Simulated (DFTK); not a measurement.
Runs of DFTK 0.8.2 on Re. It takes space group P6_3/mmc (No. 194, hexagonal). The conventional cell has a = 2.761 Å, b = 2.761 Å, c = 4.458 Å, α = 90.00°, β = 90.00°, γ = 120.00°. Around Re (site symmetry -6m2) lie 12 Re at 2.74 to 2.76 Å. 

```csv
task,level,potentials or basis,cell,k mesh,cutoff (eV),mesh quality,gap on the mesh (eV),pressure (GPa),V0 of scaled cells (Å³/atom),B0 (GPa)
single point,PBE,dojo.nc.sr.pbe.v0_4_1.standard.upf (PBE),"atoms moved at random, drawn with an rms of 0.05 Å",11 × 11 × 6,980,not flagged,none,7.2,-,-
single point,PBE,dojo.nc.sr.pbe.v0_4_1.standard.upf (PBE),as given,11 × 11 × 6,980,not flagged,none,5.8,-,-
equation of state,AM05,PseudoDojo 0.4 stringent (PBEsol),as given,7 × 7 × 4,980,coarse,-,-,(a),397
equation of state,PBE,dojo.nc.sr.pbe.v0_4_1.standard.upf (PBE),as given,11 × 11 × 6,980,not flagged,-,-,14.94,(b)
```

Alike in all rows: no spin polarisation; smearing fermi-dirac 0.05 eV.

Estimate the missing entries.

(a) 14.46; (b) 364.

Caveats: some runs use coarse meshes; the cell was scaled at fixed shape and fractional positions, which overstates the stiffness of a crystal with free parameters, most of all of layers and chains (some runs); the potentials were made for another functional, which shifts forces and pressure (some runs).

A k mesh can miss the band edges, and the runs leave out spin-orbit coupling on Re.

A gap of «none» marks a metal or a gap under the smearing width.
